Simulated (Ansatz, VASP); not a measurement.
## One calculation of MgO, two programs

```
Mg O
1.0
     3.48402    0.00000    0.00000
    -1.74201    3.01725    0.00000
     0.00000    0.00000    4.18532
Mg O
2 2
Direct
  0.33333 0.66667 0.25000
  0.66667 0.33333 0.75000
  0.66667 0.33333 0.25000
  0.33333 0.66667 0.75000
```

The cell was built by a generator and needn't be a form met in nature.

Alike in both runs: task single point; functional HSE06; k mesh 6 × 6 × 4; no spin polarisation.

|  | VASP | Ansatz |
| --- | --- | --- |
| version | VASP 6.6.1 | Ansatz 0.2.0 |
| potentials or method | VASP PAW PBE potentials, release 64 (Mg, O) | plane waves, PAW |
| plane-wave cutoff (eV) | 520 | 420 |
| occupations | gaussian, width 0.01 eV | fixed |
| valence electrons in the cell | 16 | 32 |

Ansatz gave:

* gap on the k mesh at the Fermi level (eV): 5.05
* pressure (GPa): 0.0
* largest component of the traceless stress (GPa): 0.06

Problem. Which values does VASP return?

Solution. gap on the k mesh at the Fermi level (eV): 5.02; pressure (GPa): -0.2; largest component of the traceless stress (GPa): 0.13.

The two sets of potentials don't hold the same shells in valence. Ansatz warned: «stress_exchange_threshold_loose».

Caveats: the PAW data sets were made with another functional, which shifts forces and pressure a little (VASP).
